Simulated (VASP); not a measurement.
Method: HSE06 screened hybrid, VASP's PBE PAW potentials (set 64) (plane waves; VASP).

VASP ran on this input.

**POSCAR**
```
CsBr
8.602350
  0.4999999721   0.0000000000   0.0000000000
  0.0000000000   0.4999999721   0.0000000000
  0.0000000000   0.0000000000   0.4999999721
Cs Br
1 1
direct
  0.0000000000   0.0000000000   0.0000000000
  0.5000000000   0.5000000000   0.5000000000
```

### KPOINTS
```
K-points
0
gamma
 4 4 4
0 0 0
```

### INCAR
```
! general
SYSTEM   = CsBr
PREC     = Accurate
ENCUT    = 520
LREAL    = .False.
LASPH    = .True.
ISYM     = 3

! electronic loop
EDIFF    = 1E-6
NELM     = 60
ALGO     = Normal
LMAXMIX  = 4

! smearing
ISMEAR   = 0
SIGMA    = 0.05

! functional
GGA      = PE
LHFCALC  = .True.
AEXX     = 0.25
HFSCREEN = 0.2
PRECFOCK = Fast

! ions
ISIF     = 2

! output
LWAVE    = .False.
LCHARG   = .False.
```

POTCAR, in this order: Cs_sv Br (PBE.64 set). Program: vasp_std. Read from the step before: WAVECAR.

What VASP printed:

### OSZICAR
```
       N       E                     dE             d eps       ncg     rms          rms(c)
DAV:   1    -0.700913230932E+01   -0.70091E+01   -0.38950E-01   240   0.519E+00    0.110E+00
DAV:   2    -0.701106509596E+01   -0.19328E-02   -0.61233E-03   248   0.548E-01    0.691E-01
DAV:   3    -0.701024739339E+01    0.81770E-03   -0.72111E-04   268   0.198E-01    0.412E-01
DAV:   4    -0.701002782367E+01    0.21957E-03   -0.30155E-04   252   0.118E-01    0.245E-01
DAV:   5    -0.700997039704E+01    0.57427E-04   -0.63916E-05   264   0.590E-02    0.145E-01
DAV:   6    -0.700995308566E+01    0.17311E-04   -0.12700E-05   260   0.315E-02    0.852E-02
DAV:   7    -0.700994803449E+01    0.50512E-05   -0.37003E-06   272   0.191E-02    0.499E-02
DAV:   8    -0.700994734625E+01    0.68824E-06   -0.12377E-06   164   0.120E-02
   1 F= -.70099473E+01 E0= -.70099473E+01  d E =-.627613E-17
```

**OUTCAR**
```
------------------------ aborting loop because EDIFF is reached ----------------------------------------
  FORCE on cell =-STRESS in cart. coord.  units (eV):
  Direction    XX          YY          ZZ          XY          YZ          ZX
  --------------------------------------------------------------------------------------
  Total        0.2903123      0.2903123      0.2903123      0.0000000      0.0000000      0.0000000
  in kB        5.8454060      5.8454060      5.8454060      0.0000000      0.0000000      0.0000000
  external PRESSURE =       5.8454060 kB  Pullay stress =       0.0000000 kB
  volume of cell :       79.57
      direct lattice vectors                 reciprocal lattice vectors
     4.301174760  0.000000000  0.000000000     0.232494622  0.000000000  0.000000000
     0.000000000  4.301174760  0.000000000     0.000000000  0.232494622  0.000000000
     0.000000000  0.000000000  4.301174760     0.000000000  0.000000000  0.232494622
 POSITION                                       TOTAL-FORCE (eV/Angst)
 -----------------------------------------------------------------------------------
      0.00000      0.00000      0.00000         0.000000      0.000000      0.000000
      2.15059      2.15059      2.15059         0.000000      0.000000      0.000000
 -----------------------------------------------------------------------------------
    total drift:                               -0.000387     -0.000253     -0.000290
  FREE ENERGIE OF THE ION-ELECTRON SYSTEM (eV)
  ---------------------------------------------------
  free  energy   TOTEN  =        -7.0099473463 eV

  energy  without entropy=       -7.0099473463  energy(sigma->0) =       -7.00994735

  exchange ACFDT corr.  =         0.00000000  see jH, gK, PRB 81, 115126
```
(Selected blocks of OUTCAR.)

The compound is CsBr in the CsCl type structure. This cell is one point of a volume scan, at 0.94 of the reference volume. The cell's shape comes from a PBE relaxation.
